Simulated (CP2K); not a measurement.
Hf under changes of volume

One of the cells (21.882 Å³/atom); the others are scaled copies at fixed shape and fractional positions:

```
CELL_PARAMETERS angstrom
3.13955 0.00000 0.00000
1.56978 2.71893 0.00000
1.56978 0.90631 2.56344
ATOMIC_POSITIONS crystal
Hf 0.00000 0.00000 0.00000
```

This isn't the form of Hf at room conditions, which is hcp.

| Quantity | Value |
| --- | --- |
| Program | CP2K 2026.2 |
| Functional | LDA |
| Potentials or basis | GTH_POTENTIALS Hf GTH-PADE-q12; TZVP-MOLOPT-PBE-GTH basis |
| Density cutoff | 6123 eV |
| k mesh | 10 × 10 × 10 |
| Occupations | fermi-dirac, width 0.05 eV |
| Spin | no spin polarisation |

| volume (Å³/atom) | energy over the lowest point (meV/atom) | pressure (GPa) |
| --- | --- | --- |
| 20.569 | 0.00 | -21.0 |
| 21.007 | 61.14 | -24.3 |
| 21.444 | 131.79 | -27.0 |
| 21.882 | ? | ? |
| 22.320 | 292.21 | -31.6 |
| 22.757 | 381.02 | -33.4 |
| 23.195 | 474.13 | -34.8 |

Q: What does the run at 21.882 Å³/atom give?

A: Energy over the lowest point 208.81 meV/atom; pressure -29.5 GPa.

Worked out: A Birch-Murnaghan fit of order 3 (a polynomial in V^(-2/3)) to the other rows has no minimum within the range. It gives 208.82 meV/atom at 21.882 Å³/atom, against the run's 208.81, and -dE/dV = -29.5 GPa, against -29.5.

Energies are extrapolated to zero smearing.

Caveats: the basis of atomic orbitals isn't converged, which shifts pressures, moduli and gaps.
